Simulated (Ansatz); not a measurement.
CH2F2 on a (101) slab of TiO2 (I4_1/amd (No. 141)), 8 planes, outer planes O (top) and O (bottom), 1 a cell of 39.0 Å², relaxed and still whole (its atoms last):

```
CELL_PARAMETERS angstrom
7.57474 0.00000 0.00000
-1.89369 5.14665 0.00000
0.00000 0.00000 25.64416
ATOMIC_POSITIONS crystal
O 0.15766 0.63063 0.31196
O 0.65766 0.63063 0.31196
Ti 0.06769 0.27077 0.34054
Ti 0.56769 0.27077 0.34054
O 0.29958 0.19832 0.34629
O 0.79958 0.19832 0.34629
O 0.47773 0.91090 0.36912
O 0.97773 0.91090 0.36912
Ti 0.20961 0.83846 0.37487
Ti 0.70961 0.83846 0.37487
O 0.11965 0.47860 0.40345
O 0.61965 0.47860 0.40345
O 0.22398 0.90174 0.44990
O 0.72743 0.90435 0.45084
Ti 0.13269 0.53284 0.48386
Ti 0.63486 0.53484 0.48387
O 0.36460 0.45960 0.48474
O 0.86486 0.45752 0.48458
O 0.54305 0.17842 0.51642
O 0.04726 0.18291 0.51833
Ti 0.27005 0.07798 0.50932
Ti 0.76810 0.07614 0.51196
O 0.18920 0.76043 0.54166
O 0.68989 0.75461 0.54180
F 0.79880 0.24982 0.59915
C 0.96402 0.32508 0.62952
F 0.92119 0.41292 0.67562
H 0.07009 0.48302 0.60855
H 0.99982 0.14979 0.63609
```

All numbers below come from Ansatz, DFT PBE+D3(BJ), scalar-relativistic, plane waves, PAW. Plane waves to 420 eV, a k mesh through Γ of 2×3×1 on the computed 29-atom cell and Gaussian smearing (0.05 eV); no spin polarisation. A dipole correction removes the field between periodic images along c.

It binds with 0.45 eV a molecule against the clean slab and the free molecule (no zero-point or thermal terms); its shortest contact is H–O 2.26 Å. Take first-order desorption with no barrier to adsorption, no reaction on the face and an assumed prefactor of 10^13 s⁻¹.

(1) How long does a molecule stay at 300 K?

(2) Where does its peak lie in a desorption experiment heated at 2 K/s?

(3) Is this physisorption or chemisorption?

Answers

(1) τ = ν⁻¹·exp(E/k_BT) with k_BT = 0.0259 eV: E/k_BT = 17.4, so τ ≈ 4×10^-6 s. At about one hit a site a second (10⁻⁶ mbar) the coverage is near τ × 1 s⁻¹, so a layer needs roughly 3×10^-1 mbar.

(2) The peak obeys E/(k_B·T_p²) = (ν/β)·exp(−E/k_BT_p). Solving gives T_p ≈ 169 K (E/k_BT_p = 30.9). An error of 0.1 eV in E moves it by about 38 K, and larger molecules have larger prefactors, which lowers it.

(3) The tightest contact, F–Ti 2.41 Å, is 1.11 times the sum of covalent radii, and deformation and lateral interaction add up to +0.04 eV. This is chemisorption.